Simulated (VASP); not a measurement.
A run of VASP 6.6.1 is set up as follows.

Contents of INCAR:

```
SYSTEM = Ir
PREC = Accurate
ENCUT = 520
EDIFF = 1E-6
ISMEAR = -1
SIGMA = 0.05
LREAL = .FALSE.
LASPH = .TRUE.
NELM = 100
ALGO = Normal
ISIF = 2
LWAVE = .FALSE.
LCHARG = .FALSE.
LMAXMIX = 4
GGA = B5
ALDAX = 1.0
AGGAX = 1.0
AGGAC = 1.0
ALDAC = 0.0
NBANDS = 16
```

File KPOINTS:

```
Automatic mesh
0
G
  11 11 6
  0 0 0
```

The input POSCAR:

```
Ir
1.0
    2.7513778946      0.0000000000      0.0000000000
   -1.3756889473      2.3827631521      0.0000000000
    0.0000000000      0.0000000000      4.4622900000
Ir
2
Direct
    0.3333333333      0.6666666667      0.2500000000
    0.6666666667      0.3333333333      0.7500000000
```

Contents of KPOINTS_OPT:

```
path GMKGALHA,LM,KH
10
line-mode
reciprocal
 0.0000000000  0.0000000000  0.0000000000  G
 0.5000000000  0.0000000000  0.0000000000  M

 0.5000000000  0.0000000000  0.0000000000  M
 0.3333333333  0.3333333333  0.0000000000  K

 0.3333333333  0.3333333333  0.0000000000  K
 0.0000000000  0.0000000000  0.0000000000  G

 0.0000000000  0.0000000000  0.0000000000  G
 0.0000000000  0.0000000000  0.5000000000  A

 0.0000000000  0.0000000000  0.5000000000  A
 0.5000000000  0.0000000000  0.5000000000  L

 0.5000000000  0.0000000000  0.5000000000  L
 0.3333333333  0.3333333333  0.5000000000  H

 0.3333333333  0.3333333333  0.5000000000  H
 0.0000000000  0.0000000000  0.5000000000  A

 0.5000000000  0.0000000000  0.5000000000  L
 0.5000000000  0.0000000000  0.0000000000  M

 0.3333333333  0.3333333333  0.0000000000  K
 0.3333333333  0.3333333333  0.5000000000  H
```

Potentials or basis: VASP PAW PBE potentials, release 64 (Ir).

The run is started by

```bash
$ cat potpaw_PBE.64/Ir/POTCAR > POTCAR
$ mpirun -np 1 vasp_std > vasp.out
```

Task: Estimate the pressure.

Result: 18.2 GPa.

Task: What does it give for the band gap along the path?

Result: None (metal or under the smearing width).

Levels at the corners of the path, in eV from the Fermi level:
```csv
point,band 6,band 7,band 8,band 9,band 10,band 11
Γ,-3.04,-3.04,-2.28,-2.28,-0.41,0.26
M,-3.11,-2.83,0.67,0.91,1.07,2.94
M,-3.11,-2.83,0.67,0.91,1.07,2.94
K,-4.00,-2.28,-0.04,-0.04,0.29,4.48
K,-4.00,-2.28,-0.04,-0.04,0.29,4.48
Γ,-3.04,-3.04,-2.28,-2.28,-0.41,0.26
Γ,-3.04,-3.04,-2.28,-2.28,-0.41,0.26
A,-3.78,-3.78,-3.78,-0.47,-0.47,-0.47
A,-3.78,-3.78,-3.78,-0.47,-0.47,-0.47
L,-2.03,-0.75,-0.75,0.91,0.91,2.11
L,-2.03,-0.75,-0.75,0.91,0.91,2.11
H,-3.87,-2.28,-2.28,0.30,0.30,7.14
H,-3.87,-2.28,-2.28,0.30,0.30,7.14
A,-3.78,-3.78,-3.78,-0.47,-0.47,-0.47
L,-2.03,-0.75,-0.75,0.91,0.91,2.11
M,-3.11,-2.83,0.67,0.91,1.07,2.94
K,-4.00,-2.28,-0.04,-0.04,0.29,4.48
H,-3.87,-2.28,-2.28,0.30,0.30,7.14
```

Caveat: the PAW data sets were made with another functional, which shifts forces and pressure a little; spin-orbit coupling is left out, which moves the levels of the heavy elements.
